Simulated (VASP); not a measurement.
Runs of VASP 6.6.1 on Si. It takes space group P6/mmm (No. 191, hexagonal). Conventional cell: a = 2.621 Å, b = 2.621 Å, c = 2.466 Å, α = 90.00°, β = 90.00°, γ = 120.00°. Around Si (site symmetry 6/mmm) lie 8 Si at 2.47 to 2.62 Å. This isn't the form of Si at room conditions, which is diamond.

```csv
task,level,cell,cutoff (eV),smearing,gap on the mesh (eV),pressure (GPa),relaxed volume (Å³/atom)
relaxation of cell and atoms,revPBE+D3,relaxed,600,fermi-dirac 0.05 eV,none,0.0,(a)
relaxation of cell and atoms,RPBE+D3,relaxed,600,fermi-dirac 0.05 eV,none,-0.1,14.82
relaxation of cell and atoms,RPBE+D4,relaxed,600,fermi-dirac 0.05 eV,none,0.0,14.02
relaxation of cell and atoms,revPBE+D4,relaxed,600,fermi-dirac 0.05 eV,none,-0.1,14.14
relaxation of cell and atoms,PBEsol+rVV10,relaxed,600,fermi-dirac 0.05 eV,none,0.0,(c)
single point,PBE,as given,520,gaussian 0.028 eV,none,3.0,-
relaxation of cell and atoms,RPBE+D3(BJ),relaxed,600,fermi-dirac 0.05 eV,none,0.2,12.51
relaxation of cell and atoms,revPBE+D3(BJ),relaxed,600,fermi-dirac 0.05 eV,none,0.0,(b)
relaxation of cell and atoms,PBEsol+D4,relaxed,600,fermi-dirac 0.05 eV,none,0.0,14.42
```

Alike in all rows: potentials or basis VASP PAW PBE potentials, release 64 (Si); no spin polarisation; k mesh 12 × 12 × 11.

Question: Estimate the missing entries.

Answer: (a) 14.68; (b) 14.01; (c) 14.71.

Caveats: the PAW data sets were made with another functional, which shifts forces and pressure a little (some runs); pairwise dispersion overbinds metals, which lowers pressure and volume (some runs).

A gap of «none» marks a metal or a gap under the smearing width.
